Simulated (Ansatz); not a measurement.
# Deforming Zr

```xyz
2
Lattice="3.2392 0.0000 0.0000 -1.6196 2.8053 0.0000 0.0000 0.0000 5.1722" Properties=species:S:1:pos:R:3 pbc="T T T"
Zr    0.0000    1.8702    1.2931
Zr    1.6196    0.9351    3.8792
```

Atom numbers follow the list: Zr1, Zr2.

The conventional cell has a = 3.239 Å, b = 3.239 Å, c = 5.172 Å, α = 90.00°, β = 90.00°, γ = 120.00°. Zr (atom 1) has 12 Zr at 3.19 to 3.24 Å as nearest neighbours.

The cell is the one relaxed in the Materials Project (mp-131), not relaxed further here; entries there can be hypothetical.

These are results of Ansatz 0.2.0, DFT, PBE, all-electron LAPW, scalar-relativistic, not measurements.

Settings: a Γ-centred 12×12×7 k mesh, Fermi–Dirac smearing of 0.05 eV, basis error target 1 meV/atom, no spin polarisation.

The unchanged cell is at -0.37 GPa, so energy changes include a term −P ΔV where the volume moves.

In a metal, stresses and small energies carry noise from the k mesh.

x, y and z are the Cartesian axes of the cell as listed; fractional coordinates follow a strain, and an engineering shear is twice the off-diagonal strain component.

Q: One change gave: energy change +5 meV/atom; stress change (xx, yy, zz, yz, xz, xy) 3.22, 3.22, 2.13, 0.00, 0.00, 0.00 GPa, compression positive. Which change was it?
A. equal xy, yz and zx engineering shear strains of -4 %
B. x and y strained by -1.5 %, z held
C. atom 2 (Zr) moved by (0.1200, 0.0000, 0.0000) Å

A: B. For equal xy, yz and zx engineering shear strains of -4 %: energy change +12 meV/atom; stress change (xx, yy, zz, yz, xz, xy) 0.01, 0.11, 0.01, 1.15, 1.18, 1.94 GPa, compression positive; change of the force on Zr2 (-0.081, -0.007, -0.032) eV/Å. For atom 2 (Zr) moved by (0.1200, 0.0000, 0.0000) Å: energy change +3 meV/atom; stress change (xx, yy, zz, yz, xz, xy) -0.04, -0.16, 0.01, 0.00, 0.00, 0.73 GPa, compression positive; change of the force on Zr2 (-0.108, -0.001, 0.000) eV/Å.

Q: What force constant does this one finite step give for Zr2 along its displacement (all its periodic images move with it)?

A: k = −ΔF·u/|u|² = 0.90 eV/Å², so the force pulls the atom back.
